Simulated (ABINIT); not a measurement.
Al, 1 atom in the cell. The structure is cubic, space group Fm-3m (No. 225). Conventional cell: a = 4.050 Å, b = 4.050 Å, c = 4.050 Å, α = 90.00°, β = 90.00°, γ = 90.00°. Al (site symmetry m-3m) has 12 Al at 2.86 Å as nearest neighbours. 

* Program: ABINIT 10.8.3 (patched build)
* Task: equation of state
* Functional: AM05
* Potentials or basis: JTH PAW PBE v2.0
* Cutoff: 544 eV
* k mesh: 11 × 11 × 11
* Occupations: fermi-dirac, width 0.05 eV
* Spin: no spin polarisation
* Fine-grid cutoff: 1088.46 eV
* Exchange and correlation inside the PAW spheres: full angular mesh (pawxcdev 0, this build's default; the released program takes 1)

Potentials or basis: JTH PAW PBE v2.0.

Command:

```sh
$ abinit run.abi > log 2>&1
```

Hardware: 1 thread of Arm Neoverse V1, on a shared host.

**Question.** Estimate the wall time of this run.

**Answer.** It took 26 s on 1 thread of Arm Neoverse V1, on a shared host, peak memory 0.11 GiB. Counts: scf iterations 36, k points 56, bands 6, plane waves 462.
